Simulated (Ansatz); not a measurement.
Zn under changes of volume

One of the cells (15.451 Å³/atom); the others are scaled copies at fixed shape and fractional positions:

```
Zn
1.0
    -1.56904    1.56904    1.56904
     1.56904   -1.56904    1.56904
     1.56904    1.56904   -1.56904
Zn
1
Cartesian
  0.0000 0.0000 0.0000
```

This isn't the form of Zn at room conditions, which is hcp.

| Property | Result |
| --- | --- |
| Program | Ansatz 0.2.0 |
| Functional | PBEsol |
| Potentials or basis | all-electron LAPW, scalar-relativistic |
| Cutoff | 253 eV (chosen from the basis error) |
| Basis error allowed | 0.001 eV/atom |
| k mesh | 12 × 12 × 12 |
| Occupations | fermi-dirac, width 0.05 eV |
| Spin | no spin polarisation |

```tsv
volume (Å³/atom)	energy over the lowest point (meV/atom)	pressure (GPa)
14.524	0.00	-1.4
14.833	4.24	-2.8
15.142	10.90	-4.1
15.451	19.72	-5.2
15.760	30.53	-6.1
16.069	43.09	-7.0
16.378	?	?
```

**Question.** What does the run at 16.378 Å³/atom give?

**Answer.** Energy over the lowest point 57.15 meV/atom; pressure -7.7 GPa.

Worked out: A Birch-Murnaghan fit of order 3 (a polynomial in V^(-2/3)) to the other rows has its minimum at 14.20 Å³/atom, just outside them, with B0 = V·E''(V) = 71 GPa and B' = 3.8. It gives 57.26 meV/atom at 16.378 Å³/atom, against the run's 57.15, and -dE/dV = -7.7 GPa, against -7.7.

Energies are extrapolated to zero smearing.
